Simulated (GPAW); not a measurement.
Crystal: Pb.

```
Pb
1.0
    -1.97966    1.97966    1.97966
     1.97966   -1.97966    1.97966
     1.97966    1.97966   -1.97966
Pb
1
Direct
  0.00000 0.00000 0.00000
```

This isn't the form of Pb at room conditions, which is fcc.

| Property | Result |
| --- | --- |
| Program | GPAW 26.7.0 |
| Task | relaxation of cell and atoms |
| Functional | PBEsol |
| Dispersion | D4 |
| Potentials or basis | PAW data sets generated in the run's folder for this functional |
| Cutoff | 600 eV |
| Basis | pw |
| k mesh | 9 × 9 × 9 |
| Occupations | fermi-dirac, width 0.05 eV |
| Spin | no spin polarisation |

At the start: pressure -3.5 GPa; volume 31.03 Å³/atom.

Where does the relaxation end?

Over 4 steps the energy falls by 28.6 meV/atom and the volume is 28.65 Å³/atom (-7.7 %); space group Im-3m (No. 229, to 0.05 Å).

Step by step:
| step | energy change (eV) | largest force (eV/Å) | pressure (GPa) | volume (Å³) |
| --- | --- | --- | --- | --- |
| 1 | 0.0000 | 0.0000 | -3.49 | 31.03 |
| 2 | -0.0168 | 0.0000 | -2.39 | 30.15 |
| 3 | -0.0284 | 0.0000 | 0.33 | 28.46 |
| 4 | -0.0286 | 0.0000 | -0.02 | 28.65 |

Final structure:
```yaml
crystal:
  lattice:
    - [-1.92762, 1.92762, 1.92762]
    - [1.92762, -1.92762, 1.92762]
    - [1.92762, 1.92762, -1.92762]
  atoms:
    - { symbol: Pb, position: [0.00000, 0.00000, 0.00000] }
```

Caveat: later steps reuse the first step's grids; pairwise dispersion overbinds metals, which lowers pressure and volume.
